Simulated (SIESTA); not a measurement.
Input of a SIESTA 5.4.2 run:

File BN.fdf:

```
SystemName                      BN
SystemLabel                     BN
NumberOfSpecies                 2
NumberOfAtoms                   4
%block ChemicalSpeciesLabel
  1   7 N
  2   5 B
%endblock ChemicalSpeciesLabel
%include structure.fdf

%block kgrid.MonkhorstPack
   12   0   0  0.0
    0  12   0  0.0
    0   0   6  0.0
%endblock kgrid.MonkhorstPack
XC.Functional                   GGA
XC.Authors                      PBE
PAO.BasisSize                   SZ
PAO.EnergyShift                 0.003 Ry
Mesh.Cutoff                     800 Ry
OccupationFunction              FD
ElectronicTemperature           0.05 eV
MaxSCFIterations                120
SCF.MustConverge                false
SCF.Mixer.Method                Pulay
SCF.Mixer.Weight                0.25
SCF.Mixer.History               8
SCF.DM.Tolerance                5.0e-05
SCF.H.Tolerance                 1.0e-03 eV
WriteForces                     true
Charge.Mulliken                 end
```

The input structure.fdf:

```
LatticeConstant                 1.0 Ang
%block LatticeVectors
     2.5539396017     0.0000000000     0.0000000000
    -1.2769698009     2.2117765748     0.0000000000
     0.0000000000     0.0000000000     4.2268550000
%endblock LatticeVectors
AtomicCoordinatesFormat         Fractional
%block AtomicCoordinatesAndAtomicSpecies
     0.3333333333     0.6666666667     0.1252760000  1  N
     0.6666666667     0.3333333333     0.6252760000  1  N
     0.3333333333     0.6666666667     0.4997240000  2  B
     0.6666666667     0.3333333333     0.9997240000  2  B
%endblock AtomicCoordinatesAndAtomicSpecies
```

Potentials or basis: PseudoDojo 0.4 standard (PBE files), SZ (energy shift 0.003 Ry).

Command:

```sh
$ siesta < BN.fdf > BN.out 2>&1
```

Task: Estimate the band gap on the k mesh.

Result: 8.66 eV, indirect (least direct gap 8.87 eV).

Task: Predict the largest force.

Result: 0.186 eV/Å.

Stress tensor (GPa, compression positive):
```
20.91  0.00  0.00
 0.00 20.91  0.00
 0.00  0.00 19.40
```

Caveat: the basis has no polarisation orbitals; the basis of atomic orbitals isn't converged, which shifts pressures, moduli and gaps. A k mesh can miss the band edges.
